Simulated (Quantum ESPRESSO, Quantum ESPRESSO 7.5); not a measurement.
**2H-WS2, 1 layer, stepped through biaxial strain**

What law, if any, do the results for 2H-WS2, 1 layer follow against biaxial strain?

Calculated with Quantum ESPRESSO 7.5; plane-wave DFT, PBE, GBRV ultrasoft pseudopotentials.

## 1. Set-up

The cell holds 3 atoms: 2 S and 1 W. Its edges and angles: a = 3.180 Å, b = 3.180 Å, c = 18.476 Å, α = 90.0°, β = 90.0°, γ = 120.0°. It derives from WS2. Vacuum lies along c.

Set-up: Cell and atoms are first relaxed; each strained cell is then held and the atoms relax in it. A periodic run with 15 Å of vacuum in the starting cell gives the vacuum levels, and bands follow along a path.

Members -2, -1, 0, 1 and 2 took the same steps and show in the table alone.

## 2. Variable-cell relaxation of the reference

What the set-up leaves free in this member is relaxed.

ref.relax.in

```
&control
  prefix = 'ref.relax'
  outdir = './out'
  pseudo_dir = './pseudo'
  nstep = 80
  forc_conv_thr = 0.0004
  calculation = 'vc-relax'
  etot_conv_thr = 1e-06
/
&system
  ibrav = 0
  nat = 3
  ntyp = 2
  ecutwfc = 50
  ecutrho = 250
  occupations = 'smearing'
  smearing = 'fd'
  degauss = 0.004
/
&electrons
  conv_thr = 1e-09
  mixing_beta = 0.4
  electron_maxstep = 120
  mixing_mode = 'plain'
/
&ions
/
&cell
  cell_dofree = '2Dxy'
  press_conv_thr = 0.3
/
ATOMIC_SPECIES
  S   32.0600  s_pbe_v1.4.uspp.F.UPF
  W   183.8400  w_pbe_v1.2.uspp.F.UPF
CELL_PARAMETERS angstrom
  3.18000000000000 0.00000000000000 0.00000000000000
  -1.59000000000000 2.75396078403451 0.00000000000000
  0.00000000000000 0.00000000000000 18.47562023241895
ATOMIC_POSITIONS crystal
  S   0.333333333300 0.666666666700 0.405940363877
  W   0.000000000000 0.000000000000 0.500000000000
  S   0.333333333300 0.666666666700 0.594059636123
K_POINTS automatic
  12 12 1 0 0 0
```

On the command line:

```
> OMP_NUM_THREADS=1 mpirun -n 4 pw.x -nk 4 -in ref.relax.in > ref.relax.out
```

The log of the run:

```text
Program PWSCF v.7.5 starts
[citation notice left out]

     Parallel version (MPI & OpenMP), running on       4 processor cores
     Number of MPI processes:                 4
     Threads/MPI process:                     1

     MPI processes distributed on     1 nodes
[...]
Current dimensions of program PWSCF are:
     Max number of different atomic species (ntypx) = 10
     Max number of k-points (npk) =  40000
     Max angular momentum in pseudopotentials (lmaxx) =  4
     Message from routine setup:
     using ibrav=0 with symmetry is DISCOURAGED, use correct ibrav instead

     K-points division:     npool     =       4
     Subspace diagonalization in iterative solution of the eigenvalue problem:
     a serial algorithm will be used

     G-vector sticks info
     --------------------
     sticks:   dense  smooth     PW     G-vecs:    dense   smooth      PW
     Sum         625     499    151                72751    52315    8709

     Using Slab Decomposition

     bravais-lattice index     =            0
     lattice parameter (alat)  =       6.0093  a.u.
     unit-cell volume          =    1091.8941 (a.u.)^3
     number of atoms/cell      =            3
     number of atomic types    =            2
     number of electrons       =        26.00
     number of Kohn-Sham states=           17
     kinetic-energy cutoff     =      50.0000  Ry
     charge density cutoff     =     250.0000  Ry
     scf convergence threshold =      1.0E-09
     mixing beta               =       0.4000
     number of iterations used =            8  plain     mixing
     energy convergence thresh.=      1.0E-06
     force convergence thresh. =      4.0E-04
     press convergence thresh. =      3.0E-01
     Exchange-correlation= SLA  PW   PBE  PBE
                           (   1   4   3   4   0   0   0)
     nstep                     =           80

     celldm(1)=   6.009329  celldm(2)=   0.000000  celldm(3)=   0.000000
     celldm(4)=   0.000000  celldm(5)=   0.000000  celldm(6)=   0.000000

     crystal axes: (cart. coord. in units of alat)
               a(1) = (   1.000000   0.000000   0.000000 )
               a(2) = (  -0.500000   0.866025   0.000000 )
               a(3) = (   0.000000   0.000000   5.809943 )

     reciprocal axes: (cart. coord. in units 2 pi/alat)
               b(1) = (  1.000000  0.577350 -0.000000 )
               b(2) = (  0.000000  1.154701  0.000000 )
               b(3) = (  0.000000 -0.000000  0.172119 )

     PseudoPot. # 1 for S  read from file:
     ./pseudo/s_pbe_v1.4.uspp.F.UPF
     Pseudo is Ultrasoft + core correction, Zval =  6.0
     Generated by new atomic code, or converted to UPF format
     Using radial grid of  907 points,  6 beta functions with:
                l(1) =   0
                l(2) =   0
                l(3) =   1
                l(4) =   1
                l(5) =   2
                l(6) =   2
     Q(r) pseudized with  8 coefficients,  rinner =    1.300   1.300   1.300
                                                       1.300   1.300

     PseudoPot. # 2 for W  read from file:
     ./pseudo/w_pbe_v1.2.uspp.F.UPF
     Pseudo is Ultrasoft + core correction, Zval = 14.0
     Generated by new atomic code, or converted to UPF format
     Using radial grid of  923 points,  8 beta functions with:
                l(1) =   0
                l(2) =   0
                l(3) =   0
                l(4) =   1
                l(5) =   1
                l(6) =   2
                l(7) =   2
                l(8) =   3
     Q(r) pseudized with  6 coefficients,  rinner =    1.350   1.350   1.350
                                                       1.350   1.350   1.350
                                                       1.350

     atomic species   valence    mass     pseudopotential
     S                 6.00    32.06000     S ( 1.00)
     W                14.00   183.84000     W ( 1.00)

     12 Sym. Ops. (no inversion) found

   Cartesian axes

     site n.     atom                  positions (alat units)
         1        S      tau(   1) = (  -0.0000000   0.5773503   2.3584906  )
         2        W      tau(   2) = (   0.0000000   0.0000000   2.9049717  )
         3        S      tau(   3) = (  -0.0000000   0.5773503   3.4514529  )

     number of k points=    19  Fermi-Dirac smearing, width (Ry)=  0.0040
                       cart. coord. in units 2pi/alat
        k(    1) = (   0.0000000   0.0000000   0.0000000), wk =   0.0138889
        k(    2) = (   0.0000000   0.0962250   0.0000000), wk =   0.0833333
        k(    3) = (   0.0000000   0.1924501   0.0000000), wk =   0.0833333
        k(    4) = (   0.0000000   0.2886751   0.0000000), wk =   0.0833333
        k(    5) = (   0.0000000   0.3849002   0.0000000), wk =   0.0833333
        k(    6) = (   0.0000000   0.4811252   0.0000000), wk =   0.0833333
        k(    7) = (   0.0000000  -0.5773503   0.0000000), wk =   0.0416667
        k(    8) = (   0.0833333   0.1443376   0.0000000), wk =   0.0833333
        k(    9) = (   0.0833333   0.2405626   0.0000000), wk =   0.1666667
        k(   10) = (   0.0833333   0.3367877   0.0000000), wk =   0.1666667
[...]
k(   19) = (   0.3333333   0.5773503   0.0000000), wk =   0.0277778

     Dense  grid:    72751 G-vectors     FFT dimensions: (  32,  32, 180)

     Smooth grid:    52315 G-vectors     FFT dimensions: (  27,  27, 160)

     Estimated max dynamical RAM per process >     186.28 MB

     Estimated total dynamical RAM >     691.84 MB

     Check: negative core charge=   -0.000001

     Initial potential from superposition of free atoms

     starting charge      25.8996, renormalised to      26.0000

     negative rho (up, down):  6.146E-02 0.000E+00
     Starting wfcs are   21 randomized atomic wfcs

     total cpu time spent up to now is        9.8 secs

     per-process dynamical memory:    72.1 Mb

     Self-consistent Calculation

     iteration #  1     ecut=    50.00 Ry     beta= 0.40
     Davidson diagonalization with overlap
     ethr =  1.00E-02,  avg # of iterations =  2.1

     Threshold (ethr) on eigenvalues was too large:
     Diagonalizing with lowered threshold

     Davidson diagonalization with overlap
     ethr =  3.90E-04,  avg # of iterations =  2.0

     negative rho (up, down):  6.316E-02 0.000E+00

     total cpu time spent up to now is       22.9 secs

     total energy              =    -207.46901081 Ry
     estimated scf accuracy    <       0.11225341 Ry

     iteration #  2     ecut=    50.00 Ry     beta= 0.40
[...]
hartree contribution      =     492.83404068 Ry
     xc contribution           =     -58.13449990 Ry
     ewald contribution        =     343.00698679 Ry

     convergence has been achieved in   9 iterations

     negative rho (up, down):  6.686E-02 0.000E+00

     Forces acting on atoms (cartesian axes, Ry/au):

     atom    1 type  1   force =    -0.00000000   -0.00000000    0.03102200
     atom    2 type  2   force =     0.00000000    0.00000000    0.00000000
     atom    3 type  1   force =     0.00000000    0.00000000   -0.03102200

     Total force =     0.043872     Total SCF correction =     0.000053

     Computing stress (Cartesian axis) and pressure

     negative rho (up, down):  6.686E-02 0.000E+00
          total   stress  (Ry/bohr**3)                   (kbar)     P=       -8.38
   0.00000545   0.00000000   0.00000000            0.80        0.00        0.00
   0.00000000   0.00000545  -0.00000000            0.00        0.80       -0.00
  -0.00000000  -0.00000000  -0.00018180           -0.00       -0.00      -26.74

     Energy error            =      1.2E-02 Ry
     Gradient error          =      3.1E-02 Ry/Bohr
     Cell gradient error     =      8.0E-01 kbar

     number of scf cycles    =   3
     number of bfgs steps    =   2

     enthalpy           old  =    -207.5053743691 Ry
     enthalpy           new  =    -207.5168898925 Ry

     CASE: enthalpy          _new < enthalpy          _old

     new trust radius        =       0.0848922515 bohr
     new conv_thr            =       0.0000000008 Ry

     new unit-cell volume =   1072.99041 a.u.^3 (   159.00077 Ang^3 )
     density =      2.58959 g/cm^3

CELL_PARAMETERS (angstrom)
   3.152352614  -0.000000000   0.000000000
  -1.576176307   2.730017446   0.000000000
   0.000000000   0.000000000  18.475620232

ATOMIC_POSITIONS (crystal)
S                0.3333333333        0.6666666667        0.4143582600
W               -0.0000000000       -0.0000000000        0.5000000000
S                0.3333333333        0.6666666667        0.5856417400

[...]
NEW-OLD atomic charge density approx. for the potential
     New effective cutoffs (rho, wfc):  254.16   50.86

     Check: negative core charge=   -0.000001

     negative rho (up, down):  6.684E-02 0.000E+00

     total cpu time spent up to now is      293.9 secs

     per-process dynamical memory:    78.1 Mb

[...]
!    total energy              =    -207.51932290 Ry
[...]
Total force =     0.003118     Total SCF correction =     0.000002
[...]
number of bfgs steps    =   3
[...]
new trust radius        =       0.0116699570 bohr
[...]
!    total energy              =    -207.51958882 Ry
[...]
Total force =     0.001139     Total SCF correction =     0.000022
[...]
number of bfgs steps    =   4
[...]
new trust radius        =       0.0128369527 bohr
[...]
!    total energy              =    -207.51981132 Ry
[...]
Total force =     0.002115     Total SCF correction =     0.000008
[...]
number of bfgs steps    =   5
[...]
new trust radius        =       0.0192554291 bohr
[...]
!    total energy              =    -207.52004611 Ry
[...]
Total force =     0.001858     Total SCF correction =     0.000007
[...]
number of bfgs steps    =   6
[...]
new trust radius        =       0.0260036809 bohr
[...]
!    total energy              =    -207.52016673 Ry
[...]
Total force =     0.000378     Total SCF correction =     0.000014
[...]
number of bfgs steps    =   7
[...]
new trust radius        =       0.0006531204 bohr
[...]
!    total energy              =    -207.52016693 Ry
[...]
Total force =     0.000096     Total SCF correction =     0.000001
[...]
Self-consistent Calculation

     iteration #  1     ecut=    50.00 Ry     beta= 0.40
     Davidson diagonalization with overlap
     ethr =  1.00E-06,  avg # of iterations = 14.8

     negative rho (up, down):  6.290E-02 0.000E+00

     total cpu time spent up to now is      766.8 secs

     total energy              =    -207.50470536 Ry
     estimated scf accuracy    <       0.10980894 Ry

[...]
iteration # 15     ecut=    50.00 Ry     beta= 0.40
[...]
negative rho (up, down):  6.631E-02 0.000E+00

[...]
End of self-consistent calculation

          k = 0.0000 0.0000 0.0000 (  6547 PWs)   bands (ev):

   -74.2420 -38.4758 -38.3257 -38.3257 -14.9227 -13.3049  -6.5138  -3.0213
    -3.0213  -2.3023  -1.7979  -1.7979  -0.2415   2.6819   2.6819   2.8246
     2.8246

          k = 0.0000 0.0960 0.0000 (  6545 PWs)   bands (ev):

   -74.2409 -38.4718 -38.3481 -38.3309 -14.8093 -13.2628  -6.3773  -3.3187
    -2.9103  -2.6956  -1.9765  -1.6052  -0.2992   2.5486   2.5831   2.7240
     2.8930

          k = 0.0000 0.1921 0.0000 (  6552 PWs)   bands (ev):

   -74.2379 -38.4609 -38.4087 -38.3451 -14.4863 -13.1433  -6.0092  -4.0083
    -3.3371  -2.6045  -2.3931  -1.5992  -0.5598   2.1567   2.5067   2.5978
     3.3780

          k = 0.0000 0.2881 0.0000 (  6540 PWs)   bands (ev):

   -74.2339 -38.4906 -38.4458 -38.3644 -14.0064 -12.9676  -5.6392  -4.6667
    -4.0249  -2.8555  -2.1885  -1.8482  -1.0458   2.1110   2.3423   2.9505
     3.8806

          k = 0.0000 0.3842 0.0000 (  6556 PWs)   bands (ev):

   -74.2298 -38.5713 -38.4308 -38.3836 -13.4637 -12.7745  -5.9322  -4.6760
    -4.6681  -3.2421  -2.1117  -1.7950  -1.3826   2.3601   2.3871   3.4238
     4.2438

          k = 0.0000 0.4802 0.0000 (  6558 PWs)   bands (ev):

   -74.2268 -38.6297 -38.4197 -38.3976 -13.0064 -12.6191  -6.4360  -5.1360
    -4.5787  -3.4922  -2.2714  -1.5412  -1.2774   2.5363   2.8054   3.7418
     4.4383

[...]
the Fermi energy is     0.7296 ev

!    total energy              =    -207.52018755 Ry
     estimated scf accuracy    <          1.0E-12 Ry
     smearing contrib. (-TS)   =      -0.00000000 Ry
     internal energy E=F+TS    =    -207.52018755 Ry

     The total energy is F=E-TS. E is the sum of the following terms:
     one-electron contribution =    -981.73847271 Ry
     hartree contribution      =     490.92973968 Ry
     xc contribution           =     -58.17316290 Ry
     ewald contribution        =     341.46170837 Ry

     convergence has been achieved in  15 iterations

     negative rho (up, down):  6.631E-02 0.000E+00

     Forces acting on atoms (cartesian axes, Ry/au):

     atom    1 type  1   force =     0.00000000    0.00000000    0.00006853
     atom    2 type  2   force =     0.00000000    0.00000000    0.00000000
     atom    3 type  1   force =     0.00000000   -0.00000000   -0.00006853

     Total force =     0.000097     Total SCF correction =     0.000003

     Computing stress (Cartesian axis) and pressure

     negative rho (up, down):  6.631E-02 0.000E+00
          total   stress  (Ry/bohr**3)                   (kbar)     P=       -0.21
   0.00000005  -0.00000000  -0.00000000            0.01       -0.00       -0.00
  -0.00000000   0.00000005  -0.00000000           -0.00        0.01       -0.00
  -0.00000000  -0.00000000  -0.00000444           -0.00       -0.00       -0.65

[...]
=------------------------------------------------------------------------------=
   JOB DONE.
=------------------------------------------------------------------------------=
```

Elapsed: 15 min, on 4 MPI ranks of Intel Xeon at 2.50GHz (Skylake/Cascade Lake), shared host; peak memory 0.88 GiB.

The steps of the relaxation:

| step | energy less that of the first step (eV) | largest force (eV/Å) | volume (Å³) |
| --- | --- | --- | --- |
| 1 | 0.0000 | 2.5590 | 161.80 |
| 2 | -0.2473 | 1.7937 | 160.42 |
| 3 | -0.4040 | 0.7976 | 159.26 |
| 4 | -0.4371 | 0.0567 | 159.00 |
| 5 | -0.4407 | 0.0207 | 159.57 |
| 6 | -0.4437 | 0.0384 | 160.19 |
| 7 | -0.4469 | 0.0338 | 161.13 |
| 8 | -0.4486 | 0.0069 | 162.41 |
| 9 | -0.4486 | 0.0017 | 162.43 |
| 10 | -0.4488 | 0.0018 | 162.43 |

| cell as run | before | after | change |
| --- | --- | --- | --- |
| a (Å) | 3.180 | 3.186 | +0.2 % |
| b (Å) | 3.180 | 3.186 | +0.2 % |

The atoms that moved most (Å, along periodic axes as changes of fractional coordinates times the final cell, across vacuum about the mean position):

| atom | dx | dy | dz | length |
| --- | --- | --- | --- | --- |
| S1 | 0.000 | 0.000 | 0.165 | 0.165 |
| S3 | 0.000 | 0.000 | -0.165 | 0.165 |

Final coordinates:

```cif
data_structure
_symmetry_space_group_name_H-M 'P 1'
_symmetry_Int_Tables_number 1
_cell_length_a 3.1862
_cell_length_b 3.1862
_cell_length_c 18.4756
_cell_angle_alpha 90.000
_cell_angle_beta 90.000
_cell_angle_gamma 120.000
_cell_volume 162.43
loop_
_atom_site_label
_atom_site_type_symbol
_atom_site_fract_x
_atom_site_fract_y
_atom_site_fract_z
_atom_site_occupancy
S1 S 0.33333 0.66667 0.41486 1
W2 W 0.00000 0.00000 0.50000 1
S3 S 0.33333 0.66667 0.58514 1
```

 The last row is no step: it is a fresh SCF in the final cell with a new plane-wave basis, -0 meV from the row before.

Numbers from this step:

```
free energy  : -2823.4560 eV
Fermi energy : 0.7296 eV
```

(Continued in part 2 of 6.)

[Logs are printed without paths, hosts, clocks, repeated set-up lines and the standing remarks that a program may print on its own settings, such as how far it seeks lower states.]

[Hosts, paths, dates, database ids (printed as entryN), source tags and the programs' standing remarks are cut or masked in the printed files.]

[Maps of the electrostatic potential energy from Ansatz leave out the sawtooth potential of an applied field or a dipole correction, so their vacuum need not be flat; planar profiles and work functions include it.]
